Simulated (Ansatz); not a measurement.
**Density of states of Cl**

```
Cl
1.0
     3.66815    0.00000    0.00000
    -1.83407    3.17671    0.00000
     0.00000    0.00000    3.92422
Cl
2
Cartesian
  0.0000 2.1178 0.9811
  1.8341 1.0589 2.9432
```

The structure comes from a relaxation in the same program, started in the hcp type, and has space group P6_3/mmc. Whether it is a known phase or the ground state wasn't checked.

These are results of Ansatz 0.2.0, DFT, PBE, all-electron LAPW, scalar-relativistic, not measurements.

Numerical set-up: a Γ-centred 19×19×10 k mesh, Fermi–Dirac smearing of 0.03 eV, basis error target 1 meV/atom, no spin polarisation.

States per eV and cell, averaged over 0.4 eV, from -4.6 to 0.8 eV, with energies (bin centres) from the Fermi level; empty bins are left out. 

```tsv
E (eV)	total
-4.5	1.03
-4.1	2.25
-3.7	2.60
-3.3	1.54
-2.9	2.07
-2.5	2.52
-2.1	2.24
-1.7	1.93
-1.3	2.40
-0.9	1.78
-0.5	2.62
-0.1	2.83
0.3	3.47
0.7	0.72
```
